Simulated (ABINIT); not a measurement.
Write the native input for ABINIT 10.8.3 (patched build) that does the following.

```
Task                : band structure
Functional          : PBEsol
Potentials or basis : PseudoDojo NC SR PBEsol v0.4.1 standard
Cutoff              : 789 eV
k mesh              : 10 × 10 × 10
Occupations         : fermi-dirac, width 0.05 eV
Spin                : no spin polarisation
```

Crystal: Hf.

```
Hf
1.0
     0.00000    2.22000    2.22000
     2.22000    0.00000    2.22000
     2.22000    2.22000    0.00000
Hf
1
Direct
  0.00000 0.00000 0.00000
```

This isn't the form of Hf at room conditions, which is hcp.

The input as run:

run.abi

```
# Datasets: ground state, then fixed potential
ndtset 2

# Pseudopotentials
pp_dirpath "./"
pseudos "Hf.upf"

# Structure
acell 3.1395541085 3.1395541085 3.1395541085 Angstrom
rprim
     0.0000000000     0.7071067812     0.7071067812
     0.7071067812     0.0000000000     0.7071067812
     0.7071067812     0.7071067812     0.0000000000
ntypat 1
znucl 72
natom 1
typat 1
xred
     0.0000000000     0.0000000000     0.0000000000

# Plane-wave basis
ecut 29.0

# Exchange and correlation
ixc -116133

# Bands and occupations
occopt 3
tsmear 0.05 eV

# SCF cycle
nstep 100

# Output
iomode 3
prtwf 0
prteig 0
prtebands 0
enunit 1
prtden1 1

# Dataset 1
kptopt1 1
ngkpt1 10 10 10
nshiftk1 1
shiftk1 0.0 0.0 0.0
nband1 10
tolvrs1 1.0e-10

# Dataset 2: bands along G-X-W-K-G-L-U-W-L-K
iscf2 -2
getden2 1
nband2 16
nbdbuf2 4
tolwfr2 1.0e-11
kptopt2 -9
ndivsm2 5
prteig2 1
prtvol2 -3
kptbounds2
     0.0000000000     0.0000000000     0.0000000000
     0.5000000000     0.0000000000     0.5000000000
     0.5000000000     0.2500000000     0.7500000000
     0.3750000000     0.3750000000     0.7500000000
     0.0000000000     0.0000000000     0.0000000000
     0.5000000000     0.5000000000     0.5000000000
     0.6250000000     0.2500000000     0.6250000000
     0.5000000000     0.2500000000     0.7500000000
     0.5000000000     0.5000000000     0.5000000000
     0.3750000000     0.3750000000     0.7500000000
```

Potentials or basis: PseudoDojo NC SR PBEsol v0.4.1 standard.

Command:

```console
$ abinit run.abi > log 2>&1
```

It gave:

* Pressure: -1.3 GPa
* Band gap on the k mesh: none (metal or under the smearing width)
* Valence electrons inside the program's atomic spheres: Hf 8.42 (radii [1.0584] Å)

Caveat: spin-orbit coupling is left out, which moves the levels of the heavy elements.

Wall time 25 s on 1 thread of Arm Neoverse V2 (shared host), peak memory 0.1 GiB.
